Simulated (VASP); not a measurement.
# Be (P6_3/mmc) in VASP: further runs, part 2 of 2

VASP 6.6.1. Earlier steps stand in the parts before.

### 4 Single point, LDA

Input file INCAR:

```
  ADDGRID = F
  ALGO = Normal
  EDIFF = 1E-6
  ENCUT = 460
  GGA = CA
  ISIF = 2
  ISMEAR = 1
  LASPH = T
  LCHARG = F
  LREAL = F
  LWAVE = F
  NELM = 100
  PREC = Accurate
  SIGMA = 0.2
```

Input file KPOINTS:

```
k-points
0
Gamma
  14 14 8
```

Input file POSCAR:

```
Be
1.0
    2.2853000000      0.0000000000      0.0000000000
   -1.1426500000      1.9791278553      0.0000000000
    0.0000000000      0.0000000000      3.5842000000
Be
2
Direct
    0.6556040000      0.3139550000      0.7387090000
    0.3030700000      0.6820070000      0.2728280000
```

Potentials or basis: VASP PAW LDA potentials, release 64 (Be).

Command:

```console
> cat potpaw_LDA.64/Be/POTCAR > POTCAR
> mpirun -np 1 vasp_std > vasp.out
```

OUTCAR:

```text
EDIFF = 1E-6
   ENCUT = 460
   GGA = CA
   ISIF = 2
   ISMEAR = 1
   LASPH = T
   LREAL = F
   NELM = 100
   PREC = Accurate

 Found    788 irreducible k-points:

 Following reciprocal coordinates:
            Coordinates               Weight
  0.000000  0.000000  0.000000      1.000000
  0.071429  0.000000  0.000000      2.000000
  0.000000  0.071429  0.000000      2.000000
 -0.071429  0.071429  0.000000      2.000000
  0.142857  0.000000  0.000000      2.000000
  0.000000  0.142857  0.000000      2.000000
   k-points           NKPTS =    788   k-points in BZ     NKDIM =    788   number of bands    NBANDS=      6
   number of dos      NEDOS =    301   number of ions     NIONS =      2
   total plane-waves  NPLWV =   7168
   dimension x,y,z NGX =    16 NGY =   16 NGZ =   28
   dimension x,y,z NGXF=    32 NGYF=   32 NGZF=   56
   ions per type =               2
   NGX,Y,Z   is equivalent  to a cutoff of  11.64, 11.64, 12.99 a.u.
   NGXF,Y,Z  is equivalent  to a cutoff of  23.28, 23.28, 25.97 a.u.
 SYSTEM =  unknown system
   PREC   = accura    normal or accurate (medium, high low for compatibility)
   ISTART =      0    job   : 0-new  1-cont  2-samecut
   ICHARG =      2    charge: 1-file 2-atom 10-const
   ISPIN  =      1    spin polarized calculation?
   LNONCOLLINEAR =      F non collinear calculations
   LSORBIT =      F    spin-orbit coupling
   LASPH  =      T    aspherical Exc in radial PAW
   ENCUT  =  460.0 eV  33.81 Ry    5.81 a.u.   4.00  4.00  6.27*2*pi/ulx,y,z
   NELM   =    100;   NELMIN=  2; NELMDL= -5     # of ELM steps
   EDIFF  = 0.1E-05   stopping-criterion for ELM
[... 30 lines left out ...]
 non-spin polarized calculation
 Methfessel and Paxton  Order N= 1 SIGMA  =   0.20
  energy-cutoff  :      460.00
  volume of cell :       16.21
 maximum number of plane-waves:       373
   NGX =  7   NGY =  7   NGZ = 13

 number of electron       4.0000000 magnetization

 Free energy of the ion-electron system (eV)
  ---------------------------------------------------
  ext. energy  EPLUGINS =         0.00000000
  ---------------------------------------------------
  free energy    TOTEN  =        -8.31013563 eV

  energy without entropy =       -8.30974748  energy(sigma->0) =       -8.31000624

 E-fermi :   6.5862     XC(G=0): -10.5320

 val. band max:        6.5854840335   @ k =  -0.2857  -0.3571   0.1250
 cond. band min:       6.5886713732   @ k =   0.2857   0.3571   0.3750
 fundamental gap:      0.0031873396
 Fermi energy:         6.5861812429

 k-point     1 :       0.0000    0.0000    0.0000
  band No.  band energies     occupation
      1      -4.5074      2.00000
      2       2.2968      2.00000
      3       7.6962     -0.00000
      4      21.5190      0.00000
      5      22.2647      0.00000
      6      24.1510      0.00000

 k-point     2 :       0.0714    0.0000    0.0000
  band No.  band energies     occupation
      1      -4.3654      2.00000
      2       2.4848      2.00000
      3       7.7343     -0.00000
      4      20.5980      0.00000
      5      21.3010      0.00000
      6      24.3188      0.00000

 k-point     3 :       0.0000    0.0714    0.0000
  band No.  band energies     occupation
      1      -4.3655      2.00000
      2       2.4850      2.00000
      3       7.7329     -0.00000
      4      20.5957      0.00000
      5      21.2985      0.00000
      6      24.4184      0.00000

 k-point     4 :      -0.0714    0.0714    0.0000
  band No.  band energies     occupation
      1      -4.3651      2.00000
      2       2.4834      2.00000
      3       7.7419     -0.00000
      4      20.8278      0.00000
      5      20.9437      0.00000
      6      24.3898      0.00000

 k-point     5 :       0.1429    0.0000    0.0000
  band No.  band energies     occupation
      1      -3.9390      2.00000
      2       3.0476      2.00000
      3       7.8282     -0.00000
      4      18.3171      0.00000
      5      19.7284      0.00000
      6      24.2034      0.00000

 k-point     6 :       0.0000    0.1429    0.0000
  band No.  band energies     occupation
      1      -3.9391      2.00000
      2       3.0487      2.00000
      3       7.8216     -0.00000
      4      18.3330      0.00000
      5      19.7322      0.00000
      6      24.3075      0.00000

 [... further k-points ...]
[... 5 lines left out ...]
  --------------------------------------------------------------------------------------
  -------------------------------------------------------------------------------------
  Total       -0.9676747     -0.5525549     -0.4483347      0.2564004      0.1055040     -0.1118591
  in kB      -95.6380429    -54.6105658    -44.3101954     25.3407829     10.4272645    -11.0553557
  external PRESSURE =     -64.8529347 kB  Pullay stress =       0.0000000 kB

 VOLUME and BASIS-vectors are now :
 -----------------------------------------------------------------------------
  energy-cutoff  :      460.00
  volume of cell :       16.21
      direct lattice vectors                 reciprocal lattice vectors
     2.285300000  0.000000000  0.000000000     0.437579311  0.252636533  0.000000000
    -1.142650000  1.979127855  0.000000000     0.000000000  0.505273066  0.000000000
     0.000000000  0.000000000  3.584200000     0.000000000  0.000000000  0.279002288

 POSITION                                       TOTAL-FORCE (eV/Angst)
 -----------------------------------------------------------------------------------
      1.13951      0.62136      2.64768        -0.244780      0.230127      0.890786
     -0.08669      1.34978      0.97787         0.244780     -0.230127     -0.890786
 -----------------------------------------------------------------------------------
    total drift:                                0.000000      0.000000      0.000000

  FREE ENERGIE OF THE ION-ELECTRON SYSTEM (eV)
  ---------------------------------------------------
  free  energy   TOTEN  =        -8.3101356277 eV

  energy  without entropy=       -8.3097474790  energy(sigma->0) =       -8.31000624
```

OSZICAR:

```text
N       E                     dE             d eps       ncg     rms          rms(c)
DAV:   1    -0.430722361311E+01   -0.43072E+01   -0.16929E+03  9642   0.494E+02
DAV:   2    -0.837892068971E+01   -0.40717E+01   -0.39244E+01 13842   0.468E+01
DAV:   3    -0.839877929833E+01   -0.19859E-01   -0.19850E-01 11532   0.372E+00
DAV:   4    -0.839878622810E+01   -0.69298E-05   -0.69300E-05 13944   0.667E-02
DAV:   5    -0.839878623046E+01   -0.23524E-08   -0.21798E-08 11304   0.577E-04    0.139E+00
DAV:   6    -0.833029870937E+01    0.68488E-01   -0.92040E-02 12156   0.143E+00    0.772E-01
DAV:   7    -0.831140574021E+01    0.18893E-01   -0.37793E-02 14154   0.100E+00    0.237E-01
DAV:   8    -0.831013666867E+01    0.12691E-02   -0.12838E-03 10104   0.309E-01    0.932E-03
DAV:   9    -0.831013608534E+01    0.58333E-06   -0.26492E-05 13062   0.364E-02    0.463E-03
DAV:  10    -0.831013562772E+01    0.45762E-06   -0.12872E-06 10056   0.854E-03
   1 F= -.83101356E+01 E0= -.83100062E+01  d E =-.388149E-03
```

Wall time 16 s (1 thread of AMD EPYC 9R45 (Zen 5), shared host); peak memory 0.13 GiB.

The run converged, but some of its settings lie outside the range that counts as converged, so its numbers aren't taken as properties of the crystal.

What came out:

| Quantity | Value |
| --- | --- |
| Free energy | -8.3101 eV |
| Pressure | -6.5 GPa |
| Largest force | 0.952 eV/Å |
| Band gap on the k mesh | none (metal or under the smearing width) |

### 5 Single point, LDA

Edit INCAR of step 4 so:

```diff
@@ -3,3 +3,3 @@
   EDIFF = 1E-6
-  ENCUT = 460
+  ENCUT = 520
   GGA = CA
```

KPOINTS is that of step 4.

Input file POSCAR:

```
Be
1.0
    2.2853000000      0.0000000000      0.0000000000
   -1.1426500000      1.9791278553      0.0000000000
    0.0000000000      0.0000000000      3.5842000000
Be
2
Direct
    0.6666666667      0.3333333333      0.7500000000
    0.3333333333      0.6666666667      0.2500000000
```

Potentials or basis: VASP PAW LDA potentials, release 64 (Be).

Command:

```console
> cat potpaw_LDA.64/Be/POTCAR > POTCAR
> mpirun -np 1 vasp_std > vasp.out
```

OUTCAR:

```text
EDIFF = 1E-6
   ENCUT = 520
   GGA = CA
   ISIF = 2
   ISMEAR = 1
   LASPH = T
   LREAL = F
   NELM = 100
   PREC = Accurate

 Found    120 irreducible k-points:

 Following reciprocal coordinates:
            Coordinates               Weight
  0.000000  0.000000  0.000000      1.000000
  0.071429  0.000000  0.000000      6.000000
  0.142857  0.000000  0.000000      6.000000
  0.214286  0.000000  0.000000      6.000000
  0.285714  0.000000  0.000000      6.000000
  0.357143  0.000000  0.000000      6.000000
[... 121 lines left out ...]
  band No.  band energies     occupation
      1      -0.9398      2.00000
      2       6.5559      1.64898
      3       6.8739     -0.06983
      4      12.6616      0.00000
      5      16.2974      0.00000
      6      17.4836      0.00000

 [... further k-points ...]
[... 5 lines left out ...]
  --------------------------------------------------------------------------------------
  -------------------------------------------------------------------------------------
  Total       -0.8125513     -0.8125513     -0.7745761      0.0000000     -0.0000000      0.0000000
  in kB      -80.3067542    -80.3067542    -76.5535539      0.0000000     -0.0000000      0.0000000
  external PRESSURE =     -79.0556875 kB  Pullay stress =       0.0000000 kB

 VOLUME and BASIS-vectors are now :
 -----------------------------------------------------------------------------
  energy-cutoff  :      520.00
  volume of cell :       16.21
      direct lattice vectors                 reciprocal lattice vectors
     2.285300000  0.000000000  0.000000000     0.437579311  0.252636533  0.000000000
    -1.142650000  1.979127855  0.000000000     0.000000000  0.505273066  0.000000000
     0.000000000  0.000000000  3.584200000     0.000000000  0.000000000  0.279002288

 POSITION                                       TOTAL-FORCE (eV/Angst)
 -----------------------------------------------------------------------------------
      1.14265      0.65971      2.68815         0.000000      0.000000      0.000000
     -0.00000      1.31942      0.89605        -0.000000      0.000000      0.000000
 -----------------------------------------------------------------------------------
    total drift:                                0.000000     -0.000000      0.000000

  FREE ENERGIE OF THE ION-ELECTRON SYSTEM (eV)
  ---------------------------------------------------
  free  energy   TOTEN  =        -8.3822447101 eV

  energy  without entropy=       -8.3815483329  energy(sigma->0) =       -8.38201258
```

OSZICAR:

```text
N       E                     dE             d eps       ncg     rms          rms(c)
DAV:   1    -0.346378757863E+01   -0.34638E+01   -0.17921E+03  1446   0.548E+02
DAV:   2    -0.839855176633E+01   -0.49348E+01   -0.47402E+01  2130   0.514E+01
DAV:   3    -0.842748953043E+01   -0.28938E-01   -0.28935E-01  1782   0.442E+00
DAV:   4    -0.842750109898E+01   -0.11569E-04   -0.11569E-04  2160   0.869E-02
DAV:   5    -0.842750110311E+01   -0.41281E-08   -0.33805E-08  1746   0.722E-04    0.120E+00
DAV:   6    -0.839674669848E+01    0.30754E-01   -0.22055E-03  1638   0.415E-01    0.723E-01
DAV:   7    -0.838225246864E+01    0.14494E-01   -0.38383E-03  1674   0.529E-01    0.172E-02
DAV:   8    -0.838224551355E+01    0.69551E-05   -0.10267E-05  2094   0.370E-02    0.482E-03
DAV:   9    -0.838224471011E+01    0.80345E-06   -0.44055E-07  1494   0.748E-03
   1 F= -.83822447E+01 E0= -.83820126E+01  d E =-.696377E-03
```

Run time: 3.2 s. Hardware: 1 thread of AMD EPYC 9R45 (Zen 5), shared host; peak memory 0.09 GiB.

These settings aren't checked as converged: the numbers below hold their error.

What came out:

```
Free energy            : -8.3822 eV
Pressure               : -7.9 GPa
Band gap on the k mesh : none (metal or under the smearing width)
```

### 6 The reference run

An earlier run on the cell as given: functional PBE; potentials or basis VASP PAW PBE potentials, release 64 (Be); cutoff 520 eV; k mesh 13 × 13 × 8; occupations fermi-dirac, width 0.05 eV; no spin polarisation.

* Pressure: -2.7 GPa
* Band gap on the k mesh: none (metal or under the smearing width)
